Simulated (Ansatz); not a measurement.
**Zr2N(OH)2 MXene monolayer in a perpendicular field**

Wanted: the out-of-plane response of the Zr2N(OH)2 MXene monolayer. A positive field points along +c.

Calculated with Ansatz 0.2.0; plane-wave DFT, PBE-D3(BJ), Ansatz PAW, in the first sound run; inputs show where later runs differ.

### 1. The starting structure

The cell holds 7 atoms: 2 H, 2 O, 2 Zr and 1 N. Its edges and angles: a = 3.217 Å, b = 3.217 Å, c = 44.985 Å, α = 90.0°, β = 90.0°, γ = 120.0°. Vacuum lies along c.

As a file:

```cif
data_structure
_symmetry_space_group_name_H-M 'P 1'
_symmetry_Int_Tables_number 1
_cell_length_a 3.2175
_cell_length_b 3.2175
_cell_length_c 44.9846
_cell_angle_alpha 90.000
_cell_angle_beta 90.000
_cell_angle_gamma 120.000
_cell_volume 403.30
loop_
_atom_site_label
_atom_site_type_symbol
_atom_site_fract_x
_atom_site_fract_y
_atom_site_fract_z
_atom_site_occupancy
H1 H 0.33333 0.66667 0.42237 1
O2 O 0.33333 0.66667 0.44415 1
Zr3 Zr 0.66667 0.33333 0.47178 1
N4 N 0.00000 0.00000 0.50000 1
Zr5 Zr 0.33333 0.66667 0.52822 1
O6 O 0.66667 0.33333 0.55585 1
H7 H 0.66667 0.33333 0.57763 1
```

### 2. Relaxing the slab

The starting cell is a guess, so the in-plane lattice and the atoms are relaxed first, with the slab cut off from its images along the normal.

Input file input.yaml:

```yaml
crystal:
  lattice:
    - [3.2175, 0.0, 0.0]
    - [-1.60875, 2.7864367367, 0.0]
    - [0.0, 0.0, 44.9846026417]
  atoms:
    - { symbol: H, position: [0.3333333333, 0.6666666667, 0.4223667407] }
    - { symbol: O, position: [0.3333333333, 0.6666666667, 0.4441519726] }
    - { symbol: Zr, position: [0.6666666667, 0.3333333333, 0.4717783485], spin: 1.0 }
    - { symbol: "N", position: [0.0, 0.0, 0.5] }
    - { symbol: Zr, position: [0.3333333333, 0.6666666667, 0.5282216515], spin: 1.0 }
    - { symbol: O, position: [0.6666666667, 0.3333333333, 0.5558480274] }
    - { symbol: H, position: [0.6666666667, 0.3333333333, 0.5776332593] }
  periodic: [true, true, false]
magnetization:
  spin_polarized: true
kpoints:
  mp_grid: { grid: [12, 12, 1] }
hamiltonian:
  xc: pbe
  dispersion: d3bj
scf:
  occupations: { method: fermi_dirac, width: 0.05 }
  convergence: { dr2_threshold: 1.0e-09 }
relax:
  f_tol: 0.004
  max_steps: 90
  cell: {}
output:
  write_potential: true
  write_density: true
  volumetric_format: npy
```

The run is started by

```sh
> ansatz run input.yaml --threads 4 --pin off --max-ram 6144MiB --backend cpu --events-out ev --progress --plain --runs-dir out
```

Numbers of over 12 decimals in the logs are rounded to 6 here.

Output:

```text
Warning: relax.cell: scf.convergence.dr2_threshold = 1e-9 eV is looser than the 2.42653890121e-10 eV advised for a relaxation that steers and ends on the stress (1e-10 eV for each atom of the cell: 7, times the square of relax.cell.stress_2d_tol = 0.05 N/m over 17.0 Å (the atoms' height at the walk's start and 5 Å past either face), 2.944e-2 GPa, over a crystal's default 0.05). What an SCF threshold leaves in a stress goes as its square root, and in the free energy as the threshold itself, and one threshold admits the most on a small cell: [figures from the program's tests cut] Set scf.convergence.dr2_threshold to 2.42653890121e-10 eV or tighter. [rest of the remark cut]
Engine: ansatz 0.2.0, x86_64-unknown-linux-gnu
Pseudopotentials: kind: paw
Pseudopotential: H, paw, valence charge 1, recommended cutoff 420 eV (normal), H.paw.azcp
Pseudopotential: O, paw, valence charge 6, recommended cutoff 420 eV (normal), O.paw.azcp
Pseudopotential: Zr, paw, valence charge 12, recommended cutoff 420 eV (normal), Zr.paw.azcp
Pseudopotential: N, paw, valence charge 5, recommended cutoff 420 eV (normal), N.paw.azcp
Functional definition: PBE
  parameter kappa = 0.804
  parameter beta = 0.066725
  exchange = pbe_x(kappa = kappa, mu = beta*pi^2/3)
  correlation = pbe_c(beta = beta)
Crystal: 7 atoms, lattice volume = 403.303 Å³
Basis set: ecut = 420 eV, 8011 PW (Γ), exchange–correlation on 48×48×640 points (8 copies of the dense FFT grid, shifted against one another)
Bands: 30, of which v1, the nominal top of the filled ones, is band 22 counted from 1 (21 counted from 0)
Symmetry: 12 space group operations
Space group: P-3m1 (ITA 164), of the structure as read, at distance tolerance 7.4e-5 Å
Magnetic group: BNS 164.85 (UNI 1315), of the structure as read, at distance tolerance 7.4e-5 Å
k-points: 19 of 144
Non-local potential: H, projectors of the file, l = 0: 2, l = 1: 1
Non-local potential: O, projectors of the file, l = 0: 2, l = 1: 2, l = 2: 1
Non-local potential: Zr, projectors of the file, l = 0: 3, l = 1: 2, l = 2: 2, l = 3: 2
Non-local potential: N, projectors of the file, l = 0: 2, l = 1: 2, l = 2: 1
PAW form: soft (Blöchl's): semilocal exchange-correlation on the pseudo side does not see the compensation charge
PAW one-centre angular grid: H, 110 points (default); XC on 64 Gauss nodes
PAW one-centre angular grid: O, 110 points (default); XC on 64 Gauss nodes
PAW one-centre angular grid: Zr, 590 points (default); XC on 64 Gauss nodes
PAW one-centre angular grid: N, 110 points (default); XC on 64 Gauss nodes
Initial density: superposition of atomic densities (neutral atoms: chi_scale 0, normalization atom)
Starting moments: Σ|m| = 2 μB on 2 of 7 sites
Initial wavefunctions: pseudopotential atomic-orbital guess
Functional: x = pbe(κ = 0.804, μ = 0.219515), c = pbe(β = 0.066725)
SCF iter   1: F=—  HF=-9932.311023 eV  |F-HF|=—  |Δ(HF+E_count)|=         —  Δρ=3.24e-2 (↑3.24e-2 ↓3.21e-2)  dr2=2.68e1  dr2_m=1.45e-1  M=0.661 μB ∫|m|=0.756 μB  β_m=0.30  ethr=3.10e-3  ⟨swp⟩=16.3  Hψ=8472  notcnv=0  defer=3
Mixer restart at iter 1: flushing history
preconditioner: auto → LDOS  [metal: Δε(μ)=0.048 eV  Ē_g=11.565 eV  σ=0.050 eV  W_gap=0.24  n_scr=26 (ndim 8)  ℏωp=8.9 eV  f_vac=0.785  D(μ)=1.66/eV (n_scr^D=12)]
spin=Collinear: LDOS preconditioning applied to the charge; magnetization (m = ρ↑ − ρ↓) channel mixes plain (no charge-response kernel on spin).
SCF iter   2: F=—  HF=-9926.392716 eV  |F-HF|=—  |Δ(HF+E_count)|=    5.92e0  Δρ=1.54e-2 (↑1.54e-2 ↓1.46e-2)  dr2=5.97e0  dr2_m=9.59e-2  M=0.471 μB ∫|m|=0.587 μB  β_m=0.40  ethr=3.10e-3  ⟨swp⟩=5.3  Hψ=3079  notcnv=0  defer=83
SCF iter   3: F=—  HF=-9925.951262 eV  |F-HF|=—  |Δ(HF+E_count)|=   4.41e-1  Δρ=9.11e-3 (↑9.11e-3 ↓6.33e-3)  dr2=7.82e0  dr2_m=2.88e-2  M=0.318 μB ∫|m|=0.424 μB  β_m=0.51  ethr=3.10e-3  ⟨swp⟩=7.6  Hψ=3596  notcnv=0  defer=85
SCF iter   4: F=—  HF=-9925.627518 eV  |F-HF|=—  |Δ(HF+E_count)|=   3.24e-1  Δρ=5.68e-3 (↑5.68e-3 ↓4.15e-3)  dr2=2.13e0  dr2_m=1.53e-2  M=0.238 μB ∫|m|=0.339 μB  β_m=0.68  ethr=3.10e-3  ⟨swp⟩=4.4  Hψ=2221  notcnv=0  defer=63
SCF iter   5: F=—  HF=-9925.553698 eV  |F-HF|=—  |Δ(HF+E_count)|=   7.38e-2  Δρ=2.43e-3 (↑2.43e-3 ↓1.31e-3)  dr2=3.43e-1  dr2_m=3.35e-3  M=0.123 μB ∫|m|=0.179 μB  β_m=0.63  ethr=3.10e-3  ⟨swp⟩=4.8  Hψ=2467  notcnv=0  defer=73
SCF iter   6: F=—  HF=-9925.553326 eV  |F-HF|=—  |Δ(HF+E_count)|=   3.73e-4  Δρ=7.06e-4 (↑7.06e-4 ↓5.45e-4)  dr2=4.12e-2  dr2_m=9.06e-4  M=0.049 μB ∫|m|=0.085 μB  β_m=0.82  ethr=7.97e-4  ⟨swp⟩=5.4  Hψ=2479  notcnv=0  defer=67
SCF iter   7: F=—  HF=-9925.551526 eV  |F-HF|=—  |Δ(HF+E_count)|=         —  Δρ=6.00e-4 (↑3.58e-4 ↓6.00e-4)  dr2=2.59e-2  dr2_m=7.77e-5  M=0.004 μB ∫|m|=0.009 μB  β_m=0.82  ethr=9.58e-5  ⟨swp⟩=5.9  Hψ=2863  notcnv=0  defer=62
SCF iter   8: F=—  HF=-9925.552063 eV  |F-HF|=—  |Δ(HF+E_count)|=   5.37e-4  Δρ=1.29e-4 (↑1.29e-4 ↓1.07e-4)  dr2=1.24e-3  dr2_m=4.40e-6  M=0.004 μB ∫|m|=0.008 μB  β_m=0.81  ethr=6.03e-5  ⟨swp⟩=3.8  Hψ=2109  notcnv=0  defer=74
SCF iter   9: F=—  HF=-9925.552080 eV  |F-HF|=—  |Δ(HF+E_count)|=   1.72e-5  Δρ=9.83e-5 (↑5.92e-5 ↓9.83e-5)  dr2=1.07e-3  dr2_m=8.56e-6  M=0.003 μB ∫|m|=0.005 μB  β_m=0.91  ethr=2.88e-6  ⟨swp⟩=4.3  Hψ=2303  notcnv=0  defer=59
SCF iter  10: F=—  HF=-9925.552340 eV  |F-HF|=—  |Δ(HF+E_count)|=   2.59e-4  Δρ=6.27e-5 (↑6.27e-5 ↓3.17e-5)  dr2=6.09e-5  dr2_m=4.38e-6  M=0.002 μB ∫|m|=0.004 μB  β_m=0.85  ethr=2.50e-6  ⟨swp⟩=3.3  Hψ=1768  notcnv=0  defer=60
SCF iter  11: F=—  HF=-9925.552384 eV  |F-HF|=—  |Δ(HF+E_count)|=   4.45e-5  Δρ=2.36e-5 (↑1.70e-5 ↓2.36e-5)  dr2=1.17e-5  dr2_m=4.92e-7  M=0.002 μB ∫|m|=0.003 μB  β_m=0.84  ethr=1.42e-7  ⟨swp⟩=3.6  Hψ=2322  notcnv=0  defer=59
SCF iter  12: F=—  HF=-9925.552389 eV  |F-HF|=—  |Δ(HF+E_count)|=   4.68e-6  Δρ=7.50e-6 (↑7.28e-6 ↓7.50e-6)  dr2=1.27e-6  dr2_m=2.65e-8  M=0.002 μB ∫|m|=0.002 μB  β_m=0.74  ethr=2.72e-8  ⟨swp⟩=3.5  Hψ=2189  notcnv=0  defer=59
SCF iter  13: F=—  HF=-9925.552389 eV  |F-HF|=—  |Δ(HF+E_count)|=   5.29e-7  Δρ=3.10e-6 (↑2.27e-6 ↓3.10e-6)  dr2=1.30e-7  dr2_m=1.60e-8  M=0.002 μB ∫|m|=0.002 μB  β_m=0.86  ethr=2.95e-9  ⟨swp⟩=3.6  Hψ=2286  notcnv=0  defer=59
SCF iter  14: F=—  HF=-9925.552390 eV  |F-HF|=—  |Δ(HF+E_count)|=   2.87e-7  Δρ=1.76e-6 (↑1.76e-6 ↓1.29e-6)  dr2=1.86e-8  dr2_m=3.97e-9  M=0.001 μB ∫|m|=0.001 μB  β_m=0.82  ethr=3.03e-10  ⟨swp⟩=3.7  Hψ=2491  notcnv=0  defer=59
[...]
relax step   7: F+E_penalty+E_count = -9925.75572806 eV  Δ(F+E_penalty+E_count) = -8.359e-6 eV  max|allowed force component| = 2.046e-5 eV/Å  Δτ_max = 0.0001 Å  P = +0.000 N/m  Ω = 409.963 Å³  energy of the carried Pulay correction = -4.180e-3 eV  fix = [c, alpha, beta]  reactions: c +0.000 N/m  (6 SCF iters, accepted)
[...]
relax step   8: F+E_penalty+E_count = -9925.76046355 eV  Δ(F+E_penalty+E_count) = -4.735e-3 eV  max|allowed force component| = 1.175e-3 eV/Å  Δτ_max = 0.0000 Å  P = +0.106 N/m  Ω = 409.963 Å³  fix = [c, alpha, beta]  reactions: c +0.000 N/m  stress off target by 1.06e-1 N/m on what of the cell is left free  SCF on the basis re-selected at this cell (its energy is not comparable with the rows above)  (10 SCF iters)
[...]
relax step   9: F+E_penalty+E_count = -9925.76028426 eV  Δ(F+E_penalty+E_count) = +1.793e-4 eV  max|allowed force component| = 3.022e-3 eV/Å  Δτ_max = 0.0014 Å  P = +0.042 N/m  Ω = 410.293 Å³  energy of the carried Pulay correction = -2.099e-4 eV  fix = [c, alpha, beta]  reactions: c +0.000 N/m  (8 SCF iters, accepted)
iter 1 solved again at ethr=1.66e-7 eV; its pass at ethr=3.10e-3 eV (dr2=7.12e-5 eV) is discarded
SCF iter   1: F=—  HF=-9925.760566 eV  |F-HF|=—  |Δ(HF+E_count)|=         —  Δρ=1.64e-6 (↑1.64e-6 ↓1.64e-6)  dr2=6.69e-9  dr2_m=2.50e-12  M=-0.000 μB ∫|m|=0.000 μB  β_m=0.65  ethr=1.66e-7  ⟨swp⟩=6.6  Hψ=13350  notcnv=0
eigensolver tolerance schedule: the retry pair's looser diagonalisation over-reported the residual by 10636.20 of it (diagonalisation noise at 1.32 of the residual, at the tolerance the schedule requests for it); recorded, not acted on — ethr = c·dr2/N_el stays at c = 1.0e-1
preconditioner: auto → LDOS  [metal: Δε(μ)=0.102 eV  Ē_g=9.420 eV  σ=0.050 eV  W_gap=0.45  n_scr=22 (ndim 8)  ℏωp=8.8 eV  f_vac=0.789  D(μ)=1.94/eV (n_scr^D=12)]
spin=Collinear: LDOS preconditioning applied to the charge; magnetization (m = ρ↑ − ρ↓) channel mixes plain (no charge-response kernel on spin).
SCF iter   2: F=—  HF=-9925.760493 eV  |F-HF|=—  |Δ(HF+E_count)|=   7.26e-5  Δρ=7.26e-7 (↑7.26e-7 ↓7.24e-7)  dr2=5.95e-9  dr2_m=4.46e-13  M=-0.000 μB ∫|m|=0.000 μB  β_m=0.50  ethr=1.56e-11  ⟨swp⟩=6.2  Hψ=4470  notcnv=0
SCF iter   3: F=—  HF=-9925.760495 eV  |F-HF|=—  |Δ(HF+E_count)|=   1.63e-6  Δρ=3.76e-7 (↑3.76e-7 ↓3.75e-7)  dr2=3.84e-10  dr2_m=2.16e-13  M=-0.000 μB ∫|m|=0.000 μB  β_m=0.58  ethr=1.38e-11  ⟨swp⟩=2.5  Hψ=1646  notcnv=0
SCF iter   4: F=-9925.760497 eV  HF=-9925.760497 eV  |F-HF|=1.59e-7  |Δ(HF+E_count)|=   2.15e-6  Δρ=9.31e-8 (↑9.31e-8 ↓9.29e-8)  dr2=9.09e-11  dr2_m=1.83e-14  M=-0.000 μB ∫|m|=0.000 μB  ethr=1.00e-12  ⟨swp⟩=15.6  Hψ=9566  notcnv=0
the starting moments were not kept: the SCF closed with an absolute magnetisation of 4.8e-7 μB, where they sum to 2 μB in size (2 sites). That is at most 0.1 of that sum. Measured as dr2_m measures the in/out step, that magnetisation stands 7.8e-15 eV from none, at or under the dr2_threshold of 1.0e-9 eV: it is no larger than a step whose dr2_m would equal this threshold.
SCF 10 converged in 4 iterations: F = -9925.760497 eV  dr2 = 9.09e-11
relax step  10: F+E_penalty+E_count = -9925.76049729 eV  Δ(F+E_penalty+E_count) = -2.130e-4 eV  max|allowed force component| = 2.983e-3 eV/Å  Δτ_max = 0.0000 Å  P = +0.044 N/m  Ω = 410.293 Å³  fix = [c, alpha, beta]  reactions: c +0.000 N/m  stress off target by 4.42e-2 N/m on what of the cell is left free  SCF on the basis re-selected at this cell (its energy is not comparable with the rows above)  (4 SCF iters)
basis re-selected at this cell: Δ(F+E_penalty+E_count) = -2.130e-4 eV, ΔP = +0.002 N/m vs the last step (what re-selecting the basis moved, of the pressure what is left beyond the Pulay correction that the steps carried, after the strain that the cell walked since its last selection, with what the two solves' SCF thresholds leave and, on support functions, any second-order correction that the steps lacked; it is no m [...]
WARN: The output density's exchange-correlation potential varies sharply where the density is thin. Do not read a vacuum level from v_tot or v_xc, or from such a field of the output density. On a cell that repeats whose density bears no net charge and no dipole along the vacuum's axis use v_es (v_loc + v_h of the components); under efield.dipole_correction with no amplitude use v_es + v_field, which holds any externa [...]
SCF converged after 4 iterations
Magnetization: -0.0000 μB (21.5000 up, 21.5000 down)
Absolute magnetization: 0.0000 μB (∫|ρ↑−ρ↓|, with the PAW one-centre terms)
Spin contamination: 0.0000 ħ² per cell (⟨S²⟩ above its minimum at these occupations)
Per-site moments (μB) at R_I (Å): [(-3.928490246989538e-9, 0.402738), (-3.712805307260344e-9, 0.402738), (-7.653221862336037e-9, 0.921370), (-2.485571855367283e-8, 0.921370), (-7.65322185307873e-9, 0.921370), (-3.712805309567375e-9, 0.402738), (-3.928490247357196e-9, 0.402738)]
Free energy (F): -9925.760497 eV
Harris-Foulkes:  -9925.760497 eV  (|F-HF|=1.59e-7)
Internal energy: -9925.744205 eV  (E = F + TS)
E sigma→0 (E₀):  -9925.752351 eV
Entropy (-TS):   -0.016292 eV (-2.327 meV/atom)
Fermi energy:    -2.374408 eV
--- Per-component energies (eV) ---
  E_band       = -884.607647
  E_kinetic    = 1184.194023
  E_local      = -169204.954209  (includes V_loc(G=0)·N_el)
  E_nonlocal   = 302.521496
  E_hartree    = 83879.942985
  E_xc         = -552.038261
  E_vxc        = -673.992074  (∫ρ·V_xc dr)
  E_paw        = -6352.579526  (= ΣΔE_a)
  E_vpaw       = -252.267480  (= ΣTr[D̂ρ^β])
  E_aug_tail   = 0.002707  (compensation charges beyond the density's cutoff)
  E_ewald      = 80818.407510
  E_disp       = -1.240930  (pairwise vdW)
  E_smearing   = -0.016292  (= −TS)
  E_closure    = -0.000000  (closes the sum)
  Σ components = -9925.760497   (vs F -9925.760497, Δ=0.00e0)
--- Forces (eV/Å), atoms counted from 1 ---
  atom   1  H      0.00000000     0.00000000     0.00118531
  atom   2  O     -0.00000000     0.00000000    -0.00168487
  atom   3  Zr    -0.00000000    -0.00000000    -0.00298259
  atom   4  N      0.00000000     0.00000000     0.00000000
  atom   5  Zr     0.00000000     0.00000000     0.00298259
  atom   6  O      0.00000000    -0.00000000     0.00168487
  atom   7  H     -0.00000000    -0.00000000    -0.00118531
  max |Σ_I F_I| component: 9.25e-18 eV/Å
--- 2D stress c σ (N/m, compression-positive) ---
        0.044168      -0.000000       0.000000
       -0.000000       0.044168       0.000000
        0.000000       0.000000       0.000000
  P = ½ c Tr σ = 0.0442 N/m
--- Band table (eV; the first three rows and the last of 38) ---
  k-point 0 ↑: bands = [... 18 lower, -6.9405, -6.9405, -2.8669, -2.6749, -2.6749, -2.5209, -2.5022, -1.3012, ... 4 higher]
  k-point 1 ↑: bands = [... 18 lower, -7.2180, -7.0130, -3.0266, -2.7530, -2.5183, -2.4511, -2.3486, -0.9851, ... 4 higher]
  k-point 2 ↑: bands = [... 18 lower, -7.8164, -7.1639, -3.6775, -2.4578, -2.2275, -2.0790, -1.9229, -0.7295, ... 4 higher]
  k-point 18 ↓: bands = [... 18 lower, -7.9201, -7.7833, -2.2351, -2.2351, -2.0781, 0.0338, 0.2375, 0.2375, ... 4 higher]
  the weakly bound empty levels are not read free of the cell's end (no_gap_told)
--- Relaxed structure (8 steps of the walk, 8 accepted, 2 SCFs on fresh bases) ---
  F+E_penalty+E_count = -9925.76049729 eV   max|allowed force component| = 2.983e-3 eV/Å   (the final SCF, on the basis selected at the relaxed cell)
  cell:  # Å, volume = 410.2929 Å³
    - [3.245262, 0, 0]
    - [-1.622631, 2.810479, 0]
    - [0, 0, 44.9846026417]
  atoms:
    - { symbol: H, position: [0.333333, 0.666667, 0.421295] }
    - { symbol: O, position: [0.333333, 0.666667, 0.442999] }
    - { symbol: Zr, position: [0.666667, 0.333333, 0.472970] }
    - { symbol: N, position: [0, 0, 0.5] }
    - { symbol: Zr, position: [0.333333, 0.666667, 0.527030] }
    - { symbol: O, position: [0.666667, 0.333333, 0.557001] }
    - { symbol: H, position: [0.666667, 0.333333, 0.578705] }
```

Elapsed: 2.6 min, on 4 threads of Intel Xeon Platinum 8259CL at 2.50GHz (Skylake/Cascade Lake), shared host; peak memory 1.2 GiB; 9.6 min of CPU time.

The steps of the relaxation:

| step | energy less that of the first step (eV) | largest force component (eV/Å) | volume (Å³) |
| --- | --- | --- | --- |
| 1 | 0.0000 | 2.2935 | 403.30 |
| 2 | -0.1135 | 1.4772 | 412.77 |
| 3 | -0.1995 | 0.2185 | 411.75 |
| 4 | -0.2034 | 0.0830 | 409.15 |
| 5 | -0.2033 | 0.0214 | 410.03 |
| 6 | -0.2033 | 0.0062 | 409.98 |
| 7 | -0.2033 | 0.0000 | 409.96 |
| 8* | -0.2081 | 0.0012 | 409.96 |
| 9 | -0.2079 | 0.0030 | 410.29 |
| 10* | -0.2081 | 0.0030 | 410.29 |

Relaxation steps marked * repeat the geometry before them on a plane-wave basis chosen anew for their cell, so energy and pressure can jump there.

Forces are held to the 12 operations that the run works with; a distortion that breaks them can't arise in this run.

| cell as run | before | after | change |
| --- | --- | --- | --- |
| a (Å) | 3.217 | 3.245 | +0.9 % |
| b (Å) | 3.217 | 3.245 | +0.9 % |

The atoms that moved most (Å, along periodic axes as changes of fractional coordinates times the final cell, across vacuum about the mean position):

| atom | dx | dy | dz | length |
| --- | --- | --- | --- | --- |
| Zr5 | 0.000 | 0.000 | -0.054 | 0.054 |
| Zr3 | 0.000 | 0.000 | 0.054 | 0.054 |
| O2 | 0.000 | 0.000 | -0.052 | 0.052 |
| O6 | 0.000 | 0.000 | 0.052 | 0.052 |
| H1 | 0.000 | 0.000 | -0.048 | 0.048 |
| H7 | 0.000 | 0.000 | 0.048 | 0.048 |

This step gave:

* energy at zero smearing: -9925.7524 eV

The lattice constant a goes from 3.217 to 3.245 Å.

(Part 1 of 3 ends here.)

[Logs are printed without paths, hosts, clocks, repeated set-up lines and the standing remarks that a program may print on its own settings, such as how far it seeks lower states.]

[Hosts, paths, dates, database ids (printed as entryN), source tags and the programs' standing remarks are cut or masked in the printed files.]

[Maps of the electrostatic potential energy from Ansatz leave out the sawtooth potential of an applied field or a dipole correction, so their vacuum need not be flat; planar profiles and work functions include it.]
